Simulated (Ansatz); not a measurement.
Write the native input for Ansatz 0.2.0 that does the following.

```
Task                : single point
Functional          : PBE
Potentials or basis : Ansatz PAW
Cutoff              : 420 eV (not typed: the program's choice for these potentials)
k mesh              : 8 × 8 × 8
Occupations         : gaussian, width 0.014 eV
Spin                : no spin polarisation
```

The system is CdSe.

```
CELL_PARAMETERS angstrom
0.00000 3.07027 3.07027
3.07027 0.00000 3.07027
3.07027 3.07027 0.00000
ATOMIC_POSITIONS crystal
Cd 0.00000 0.00000 0.00000
Se 0.25000 0.25000 0.25000
```

Measurements of this composition are mostly on another form, of space group No. 186.

These files were run (other wordings do the same):

input.yaml

```yaml
crystal:
  lattice:
    - [0.0, 3.0702711986, 3.0702711986]
    - [3.0702711986, 0.0, 3.0702711986]
    - [3.0702711986, 3.0702711986, 0.0]
  atoms:
    - { symbol: Cd, position: [0.0, 0.0, 0.0] }
    - { symbol: Se, position: [0.25, 0.25, 0.25] }
hamiltonian:
  xc: pbe
  pseudopotentials: { kind: paw }
kpoints:
  mp_grid: { grid: [8, 8, 8] }
scf:
  occupations: { method: gaussian, width: 0.014 }
output:
  forces: true
  stress: true
  eigenvalues: true
```

Potentials or basis: Ansatz PAW.

Launch:

```bash
$ ansatz run input.yaml --threads 2 --pin off --max-ram 5632MiB --backend cpu --events-out ev --progress --plain --runs-dir out
```

It gave:

The pressure is 1.3 GPa and the band gap on the k mesh is 0.55 eV, direct.

Wall time 6.8 s on 2 threads of Intel(R) Xeon(R) Processor @ 2.50GHz (Skylake/Cascade Lake), on a shared host, peak memory 0.37 GiB.
